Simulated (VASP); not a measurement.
# Al27O in VASP: notebook

One slab, Al27O, is run at these levels: PBE; tasks: single point.

All numbers are computed with VASP 6.6.1; they aren't measurements. Logs are shortened: lines on timing, memory, paths and dates and some standing lists are left out, and cuts for length are marked.

## Step 1: The structure

The cell holds a slab with vacuum, 28 atoms: a = 8.591 Å, b = 8.591 Å, c = 17.050 Å, α = 90.00°, β = 90.00°, γ = 90.00°.

The cell was built by a generator and needn't be a form met in nature.

## Step 2: Single point, PBE

File INCAR:

```
PREC = Accurate
ENCUT = 520
EDIFF = 1E-7
ISMEAR = -1
SIGMA = 0.1
LREAL = Auto
LASPH = T
NELM = 100
ALGO = Normal
ISIF = 2
LWAVE = F
LCHARG = F
GGA = PE
NBANDS = 64
```

File KPOINTS:

```
Automatic mesh
0
Gamma
  1 1 1
```

File POSCAR:

```
Al27O
1.0
    8.5913470000      0.0000000000      0.0000000000
    0.0000000000      8.5913470000      0.0000000000
    0.0000000000      0.0000000000     17.0500000000
Al O
27 1
Direct
    0.0000000000      0.0000000000      0.0586510264
    0.3333353897      0.0000000000      0.0586510264
    0.6666707793      0.0000000000      0.0586510264
    0.0000000000      0.3333353897      0.0586510264
    0.3333353897      0.3333353897      0.0586510264
    0.6666707793      0.3333353897      0.0586510264
    0.0000000000      0.6666707793      0.0586510264
    0.3333353897      0.6666707793      0.0586510264
    0.6666707793      0.6666707793      0.0586510264
    0.1569951720      0.1858381462      0.1728680352
    0.5020516573      0.1766661270      0.1634780059
    0.8002586789      0.1956736237      0.1794486804
    0.0877510826      0.5032388984      0.1709208211
    0.4882470700      0.5178000609      0.1874897361
    0.8054965071      0.5231077269      0.1648035191
    0.1911690914      0.8192312568      0.1687624633
    0.4960921727      0.8492847513      0.1711026393
    0.8275303046      0.8439305268      0.1782580645
   -0.0623999939      0.0269689957      0.3240000000
    0.2208151993     -0.1114726247      0.3833372434
    0.4886428170      0.0503762681      0.3516480938
    0.1538059166      0.2619496105      0.4011730205
    0.3288308574      0.3488044424      0.2730322581
    0.6926271282      0.4026143980      0.3119120235
    0.0162256279      0.7104241046      0.2881818182
    0.4507907782      0.5827374916      0.3413665689
    0.6596870083      0.7737436283      0.2946334311
    0.5261223880      0.2152049033      0.2879472141
```

Potentials or basis: VASP PAW PBE potentials, release 64 (Al, O).

Run with:

```
$ cat potpaw_PBE.64/Al/POTCAR potpaw_PBE.64/O/POTCAR > POTCAR
$ mpirun -np 1 vasp_gam > vasp.out
```

OUTCAR:

```text
PREC = Accurate
   ENCUT = 520
   EDIFF = 1E-7
   ISMEAR = -1
   LREAL = Auto
   LASPH = T
   NELM = 100
   ISIF = 2
   GGA = PE

 ion  position               nearest neighbor table
   1  0.000  0.000  0.059-  18 2.86  10 2.86   3 2.86   7 2.86   4 2.86   2 2.86  16 2.94  12 3.16

   2  0.333  0.000  0.059-  17 2.70  16 2.73  11 2.76   8 2.86   3 2.86   1 2.86   5 2.86  10 2.94

   3  0.667  0.000  0.059-  11 2.74  17 2.74  18 2.80   9 2.86   1 2.86   2 2.86   6 2.86  12 2.90

   4  0.000  0.333  0.059-  13 2.52  10 2.69   6 2.86   7 2.86   1 2.86   5 2.86  12 2.93  15 2.95

   5  0.333  0.333  0.059-  11 2.67  10 2.77   6 2.86   8 2.86   2 2.86   4 2.86  14 3.02  13 3.20

   6  0.667  0.333  0.059-  12 2.64  11 2.65  15 2.71   4 2.86   9 2.86   5 2.86   3 2.86  14 3.11

   7  0.000  0.667  0.059-  13 2.49  15 2.75  16 2.82   9 2.86   1 2.86   4 2.86   8 2.86  18 2.95

   8  0.333  0.667  0.059-  16 2.60  17 2.84   2 2.86   5 2.86   9 2.86   7 2.86  14 2.87  13 3.18

   9  0.667  0.667  0.059-  15 2.49   7 2.86   3 2.86   8 2.86   6 2.86  17 2.88  18 2.90  14 2.97

  10  0.157  0.186  0.173-  23 2.66   4 2.69   5 2.77  13 2.79   1 2.86   2 2.94  11 2.97  12 3.07
                            16 3.16
  11  0.502  0.177  0.163-  28 2.16  12 2.58   6 2.65   5 2.67   3 2.74   2 2.76  23 2.81  17 2.82
                            14 2.96  10 2.97
  12  0.800  0.196  0.179-  11 2.58   6 2.64  15 2.82   3 2.90   4 2.93  24 3.02  18 3.03  10 3.07
                            19 3.09   1 3.16
  13  0.088  0.503  0.171-  15 2.43   7 2.49   4 2.52  25 2.75  10 2.79  16 2.86  23 3.01   8 3.18
                             5 3.20
  14  0.488  0.518  0.187-  23 2.47  26 2.70  15 2.75  17 2.86   8 2.87  24 2.93  11 2.96   9 2.97
                             5 3.02   6 3.11  27 3.22
  15  0.805  0.523  0.165-  13 2.43   9 2.49   6 2.71  14 2.75   7 2.75  18 2.77  12 2.82  24 2.88
                             4 2.95  25 3.21  27 3.33
  16  0.191  0.819  0.169-   8 2.60  17 2.63  25 2.70   2 2.73   7 2.82  13 2.86   1 2.94  18 3.14
                            10 3.16
  17  0.496  0.849  0.171-  27 2.61  16 2.63   2 2.70   3 2.74  11 2.82   8 2.84  18 2.85  14 2.86
                             9 2.88
  18  0.828  0.844  0.178-  27 2.53  25 2.73  15 2.77   3 2.80  17 2.85   1 2.86   9 2.90   7 2.95
                            12 3.03  19 3.09  16 3.14
  19  0.938  0.027  0.324-  25 2.87  20 2.89  22 3.04  18 3.09  12 3.09  27 3.27
  20  0.221  0.889  0.383-  21 2.74  25 2.84  19 2.89  22 3.27  26 3.36
  21  0.489  0.050  0.352-  28 1.81  20 2.74  27 2.96  23 3.20
  22  0.154  0.262  0.401-  23 2.76  19 3.04  20 3.27
  23  0.329  0.349  0.273-  28 2.06  14 2.47  26 2.55  10 2.66  22 2.76  11 2.81  13 3.01  21 3.20
                            24 3.23
  24  0.693  0.403  0.312-  28 2.19  26 2.64  15 2.88  14 2.93  12 3.02  27 3.21  23 3.23
  25  0.016  0.710  0.288-  16 2.70  18 2.73  13 2.75  20 2.84  19 2.87  27 3.11  15 3.21
  26  0.451  0.583  0.341-  23 2.55  27 2.56  24 2.64  14 2.70  20 3.36
  27  0.660  0.774  0.295-  18 2.53  26 2.56  17 2.61  21 2.96  25 3.11  24 3.21  14 3.22  19 3.27
                            15 3.33
  28  0.526  0.215  0.288-  21 1.81  23 2.06  11 2.16  24 2.19

  LATTYP: Found a simple tetragonal cell.
 ALAT       =     8.5913470000
 C/A-ratio  =     1.9845549249

  Lattice vectors:

 A1 = (   8.5913470000,   0.0000000000,   0.0000000000)
 A2 = (   0.0000000000,   8.5913470000,   0.0000000000)
 A3 = (   0.0000000000,   0.0000000000,  17.0500000000)

Analysis of symmetry for initial positions (statically):
=====================================================================
 Subroutine PRICEL returns:
 Original cell was already a primitive cell.

 Routine SETGRP: Setting up the symmetry group for a
 simple tetragonal supercell.

 Subroutine GETGRP returns: Found  1 space group operations
 (whereof  1 operations were pure point group operations)
 out of a pool of 16 trial point group operations.

The static configuration has the point symmetry C_1 .

Analysis of symmetry for dynamics (positions and initial velocities):
=====================================================================
 Subroutine PRICEL returns:
 Original cell was already a primitive cell.

 Routine SETGRP: Setting up the symmetry group for a
 simple tetragonal supercell.

 Subroutine GETGRP returns: Found  1 space group operations
 (whereof  1 operations were pure point group operations)
 out of a pool of 16 trial point group operations.

The dynamic configuration has the point symmetry C_1 .

 Subroutine INISYM returns: Found  1 space group operations
 (whereof  1 operations are pure point group operations),
 and found     1 'primitive' translations

----------------------------------------------------------------------------------------

                                     Primitive cell

  volume of cell :    1258.4817

  direct lattice vectors                    reciprocal lattice vectors
     8.591347000  0.000000000  0.000000000     0.116396183  0.000000000  0.000000000
     0.000000000  8.591347000  0.000000000     0.000000000  0.116396183  0.000000000
     0.000000000  0.000000000 17.050000000     0.000000000  0.000000000  0.058651026

  length of vectors
     8.591347000  8.591347000 17.050000000     0.116396183  0.116396183  0.058651026

  position of ions in fractional coordinates (direct lattice)
     0.000000000  0.000000000  0.058651026
     0.333335390  0.000000000  0.058651026
     0.666670779  0.000000000  0.058651026
     0.000000000  0.333335390  0.058651026
     0.333335390  0.333335390  0.058651026
     0.666670779  0.333335390  0.058651026
[... 20 lines left out ...]
     0.659687008  0.773743628  0.294633431
     0.526122388  0.215204903  0.287947214

  ion indices of the primitive-cell ions
   primitive index   ion index
                 1           1
                 2           2
                 3           3
                 4           4
                 5           5
                 6           6
[... 20 lines left out ...]
                27          27
                28          28

----------------------------------------------------------------------------------------

 KPOINTS: Automatic mesh

Automatic generation of k-mesh.
 Grid dimensions read from file:
 generate k-points for:    1    1    1

 Generating k-lattice:

  Cartesian coordinates                     Fractional coordinates (reciprocal lattice)
     0.116396183  0.000000000  0.000000000     1.000000000  0.000000000  0.000000000
     0.000000000  0.116396183  0.000000000     0.000000000  1.000000000  0.000000000
     0.000000000  0.000000000  0.058651026     0.000000000  0.000000000  1.000000000

  Length of vectors
     0.116396183  0.116396183  0.058651026

  Shift w.r.t. Gamma in fractional coordinates (k-lattice)
     0.000000000  0.000000000  0.000000000

 Subroutine IBZKPT returns following result:
 ===========================================

 Found      1 irreducible k-points:

 Following reciprocal coordinates:
            Coordinates               Weight
  0.000000  0.000000  0.000000      1.000000
   k-points           NKPTS =      1   k-points in BZ     NKDIM =      1   number of bands    NBANDS=     64
   number of dos      NEDOS =    301   number of ions     NIONS =     28
   total plane-waves  NPLWV = 524288
   dimension x,y,z NGX =    64 NGY =   64 NGZ =  128
   dimension x,y,z NGXF=   128 NGYF=  128 NGZF=  256
   ions per type =              27   1
   NGX,Y,Z   is equivalent  to a cutoff of  12.38, 12.38, 12.48 a.u.
   NGXF,Y,Z  is equivalent  to a cutoff of  24.77, 24.77, 24.96 a.u.
 SYSTEM =  unknown system
   PREC   = accura    normal or accurate (medium, high low for compatibility)
   ISTART =      0    job   : 0-new  1-cont  2-samecut
   ICHARG =      2    charge: 1-file 2-atom 10-const
   ISPIN  =      1    spin polarized calculation?
   LNONCOLLINEAR =      F non collinear calculations
   LSORBIT =      F    spin-orbit coupling
   LASPH  =      T    aspherical Exc in radial PAW
   ENCUT  =  520.0 eV  38.22 Ry    6.18 a.u.  15.97 15.97 31.70*2*pi/ulx,y,z
   NELM   =    100;   NELMIN=  2; NELMDL= -5     # of ELM steps
   EDIFF  = 0.1E-06   stopping-criterion for ELM
   LREAL  =      T    real-space projection
   EDIFFG = 0.1E-05   stopping-criterion for IOM
   NSW    =      0    number of steps for IOM
   IBRION =     -1    ionic relax: 0-MD 1-quasi-New 2-CG
   NFREE  =      0    steps in history (QN), initial steepest desc. (CG)
   ISIF   =      2    stress and relaxation
   ISYM   =      2    0-nonsym 1-usesym 2-fastsym
   POTIM  = 0.5000    time-step for ionic-motion
   TEBEG  =    0.0;   TEEND  =   0.0 temperature during run
   PSTRESS=    0.0 pullay stress
   NELECT =      87.0000    total number of electrons
   NUPDOWN=      -1.0000    fix difference up-down
   EMIN   =  10.00;   EMAX   =-10.00  energy-range for DOS
   EFERMI =   0.00;   METHOD = LEGACY
   ISMEAR =    -1;   SIGMA  =   0.10  broadening in eV -4-tet -1-fermi 0-gaus
   EFERMI_NEDOS =   21; number of points for ismear=-14 and -15
   IALGO  =     38    algorithm
   IMIX   =      4    mixing-type and parameters
     AMIX     =   0.40;   BMIX     =  1.00
     AMIX_MAG =   1.60;   BMIX_MAG =  1.00
  volume/ion in A,a.u.               =      44.95       303.31
  Fermi-wavevector in a.u.,A,eV,Ry     =   0.671891  1.269690  6.142184  0.451438
  Thomas-Fermi vector in A             =   1.747847
   LORBIT       =      0    0 simple, 1 ext, 2 COOP (PROOUT), +10 PAW based schemes
   GGA     = PE    functional components
   LHFCALC =     F    Hartree Fock is set to
   AEXX    =    0.0000 exact exchange contribution
   IVDW    =     0    specifies the selected vdW correction
   LEPSILON=     F    determine dielectric tensor
   LRPA    =     F    only Hartree local field effects (RPA)
 non-spin polarized calculation
  energy-cutoff  :      520.00
  volume of cell :     1258.48
 maximum number of plane-waves:     16936
 NGX is ok and might be reduce to    64
   NGX = 31   NGY = 31   NGZ = 63

 number of electron      87.0000007 magnetization

 Free energy of the ion-electron system (eV)
  ---------------------------------------------------
  ext. energy  EPLUGINS =         0.00000000
  ---------------------------------------------------
  free energy    TOTEN  =       -92.63722589 eV

  energy without entropy =      -92.29659450  energy(sigma->0) =      -92.46691019

 E-fermi :   0.1697     XC(G=0):  -5.0340

 val. band max:        0.0905529510   @ k =   0.0000   0.0000   0.0000
 cond. band min:       0.5405845140   @ k =   0.0000   0.0000   0.0000
 fundamental gap:      0.4500315630
 Fermi energy:         0.1696898047

 k-point     1 :       0.0000    0.0000    0.0000
  band No.  band energies     occupation
      1     -19.6509      2.00000
      2      -9.5770      2.00000
      3      -8.0306      2.00000
      4      -7.8867      2.00000
      5      -7.7643      2.00000
      6      -7.6302      2.00000
[... 47 lines left out ...]
     54       1.4532      0.00001
     55       1.5765      0.00000
 [bands above 55 left out]

------------------------ aborting loop because EDIFF is reached ----------------------------------------

  FORCE on cell =-STRESS in cart. coord.  units (eV):
  Direction    XX          YY          ZZ          XY          YZ          ZX
  --------------------------------------------------------------------------------------
  -------------------------------------------------------------------------------------
  Total       -4.1022599    -11.1301796     -0.7222341     -0.0379235     -6.9571518      0.6839943
  in kB       -5.2226011    -14.1698695     -0.9194787     -0.0482806     -8.8571736      0.8707954
  external PRESSURE =      -6.7706498 kB  Pullay stress =       0.0000000 kB

 VOLUME and BASIS-vectors are now :
 -----------------------------------------------------------------------------
  energy-cutoff  :      520.00
  volume of cell :     1258.48
      direct lattice vectors                 reciprocal lattice vectors
     8.591347000  0.000000000  0.000000000     0.116396183  0.000000000  0.000000000
     0.000000000  8.591347000  0.000000000     0.000000000  0.116396183  0.000000000
     0.000000000  0.000000000 17.050000000     0.000000000  0.000000000  0.058651026

 POSITION                                       TOTAL-FORCE (eV/Angst)
 -----------------------------------------------------------------------------------
      0.00000      0.00000      1.00000        -0.075335      0.112121      0.410805
      2.86380      0.00000      1.00000        -0.318845      0.099964      0.199565
      5.72760      0.00000      1.00000         0.208475     -0.056800      0.098742
      0.00000      2.86380      1.00000        -0.534096     -0.521794      0.043874
      2.86380      2.86380      1.00000         0.124380      0.571603      0.434908
      5.72760      2.86380      1.00000        -0.382964      0.062158      0.093844
[... 20 lines left out ...]
      5.66760      6.64750      5.02350         0.333864      0.222518      1.161714
      4.52010      1.84890      4.90950        -0.636455      0.338119     -0.621658
 -----------------------------------------------------------------------------------
    total drift:                               -0.012924     -0.011838      0.009595

  FREE ENERGIE OF THE ION-ELECTRON SYSTEM (eV)
  ---------------------------------------------------
  free  energy   TOTEN  =       -92.6372258883 eV

  energy  without entropy=      -92.2965944983  energy(sigma->0) =      -92.46691019
```

Run time: 4.3 min. Hardware: 1 thread of AMD EPYC 7R13 (Zen 3), shared host; peak memory 0.87 GiB.

Results:

| Quantity | Value |
| --- | --- |
| Free energy | -92.6372 eV |
| Largest force | 2.805 eV/Å |
| Band gap on the k mesh | none (metal or under the smearing width) |

Forces on the atoms (eV/Å):
```
Al  -0.075  0.112  0.411
Al  -0.319  0.100  0.200
Al   0.208 -0.057  0.099
Al  -0.534 -0.522  0.044
Al   0.124  0.572  0.435
Al  -0.383  0.062  0.094
Al  -0.527  0.814 -0.262
Al   0.270 -0.313  0.009
Al  -0.580  0.844 -0.278
Al  -0.366 -0.748 -0.183
Al  -0.566 -0.080  0.632
Al   1.783 -0.539 -0.281
Al   2.589 -0.058  1.077
Al   0.334  0.795 -1.926
Al  -0.303 -0.452  0.391
Al  -1.309  0.664  0.034
Al   0.309 -0.188 -0.442
Al   0.610  0.602 -1.343
Al   0.064  0.289 -0.132
Al  -0.136 -0.280 -0.307
Al   0.385 -0.377 -0.408
Al  -0.337 -0.487 -0.532
Al   0.015 -1.124  0.555
Al  -0.177 -0.748  0.123
Al  -0.374 -0.235  0.273
Al  -0.404  0.795  1.178
Al   0.334  0.223  1.162
O   -0.636  0.338 -0.622
```

Caveat: an odd number of electrons without spin polarisation forces a metal; a magnetic or distorted state may lie lower.

## Step 3: Single point, PBE

File INCAR:

```
  PREC = Accurate
  ENCUT = 520
  EDIFF = 1E-6
  ISMEAR = -1
  SIGMA = 0.1
  LREAL = Auto
  LASPH = T
  NELM = 60
  ALGO = Fast
  ISIF = 2
  LWAVE = F
  LCHARG = F
  GGA = PE
  NBANDS = 64
```

File KPOINTS:

```
regular mesh
0
Gamma
  1 1 1
```

File POSCAR:

```
Al27O
1.0
    8.5913470000      0.0000000000      0.0000000000
    0.0000000000      8.5913470000      0.0000000000
    0.0000000000      0.0000000000     17.0500000000
Al O
27 1
Direct
    0.0000000000      0.0000000000      0.0586510264
    0.3333353897      0.0000000000      0.0586510264
    0.6666707793      0.0000000000      0.0586510264
    0.0000000000      0.3333353897      0.0586510264
    0.3333353897      0.3333353897      0.0586510264
    0.6666707793      0.3333353897      0.0586510264
    0.0000000000      0.6666707793      0.0586510264
    0.3333353897      0.6666707793      0.0586510264
    0.6666707793      0.6666707793      0.0586510264
    0.1373940547      0.1336460976      0.1918416422
    0.4861635783      0.1967910271      0.1701524927
    0.8673261597      0.1489056373      0.1827390029
    0.1933806189      0.5115961444      0.1615073314
    0.5318374406      0.5185217173      0.1694017595
    0.8431855913      0.4743377261      0.1697653959
    0.1197018349      0.8436046175      0.1810087977
    0.4868270366      0.8352008131      0.1510029326
    0.8332337176      0.8434765817      0.1604574780
   -0.0959104550      0.0155156112      0.3235601173
    0.1760957857     -0.1182818014      0.3838885630
    0.4710204349      0.0750173401      0.3725865103
    0.1694728428      0.1857217500      0.4077302053
    0.2899196133      0.3266658884      0.2898357771
    0.6816044096      0.3404006380      0.3397008798
   -0.0085202006      0.6724091112      0.3046041056
    0.4647117617      0.5801651359      0.3491730205
    0.6596288102      0.8284498345      0.3110850440
    0.4665508214      0.1968957836      0.2946568915
```

Potentials or basis: VASP PAW PBE potentials, release 64 (Al, O).

Run with:

```
$ cat potpaw_PBE.64/Al/POTCAR potpaw_PBE.64/O/POTCAR > POTCAR
$ mpirun -np 1 vasp_gam > vasp.out
```

Run time: 3.4 min. Hardware: 1 thread of AMD EPYC 7R13 (Zen 3), shared host; peak memory 0.93 GiB.

Results (log left out):

- Free energy: -92.2138 eV
- Largest force: 3.426 eV/Å
- Band gap on the k mesh: none (metal or under the smearing width)

Forces on the atoms (eV/Å):
```
Al   0.076  0.140 -0.370
Al  -0.343  0.238  0.087
Al   0.065  0.807  0.063
Al   0.309 -0.134  0.563
Al   0.022  0.178 -0.226
Al  -0.164 -0.419  0.251
Al  -0.255  0.062  0.349
Al   0.142  0.145 -0.613
Al   0.477  0.008 -0.328
Al   2.185  0.947 -0.306
Al   0.609 -1.230  0.669
Al  -2.818  0.828 -0.727
Al  -1.003 -0.203  0.712
Al  -1.162 -0.418  0.239
Al   0.489  0.843  0.310
Al   1.715 -1.171 -0.226
Al   0.670  0.261  1.503
Al  -1.310 -0.859  0.383
Al   0.606  0.496  0.187
Al   0.381 -0.538 -0.340
Al  -0.001 -1.482  2.001
Al  -0.827 -0.102  0.171
Al   0.407  0.698  0.001
Al  -0.072 -0.199 -0.469
Al  -0.268 -0.096 -0.638
Al  -0.228  0.312  0.120
Al  -0.244 -0.526 -0.292
O    0.542  1.414 -3.073
```

Levels at points of the mesh, in eV from the Fermi level:
```
           k point  band 41  band 42  band 43  band 44  band 45  band 46  band 47  band 48
(0.00, 0.00, 0.00)    -0.42    -0.29    -0.21    -0.06     0.38     0.43     0.56     0.68
```

Caveat: an odd number of electrons without spin polarisation forces a metal; a magnetic or distorted state may lie lower.
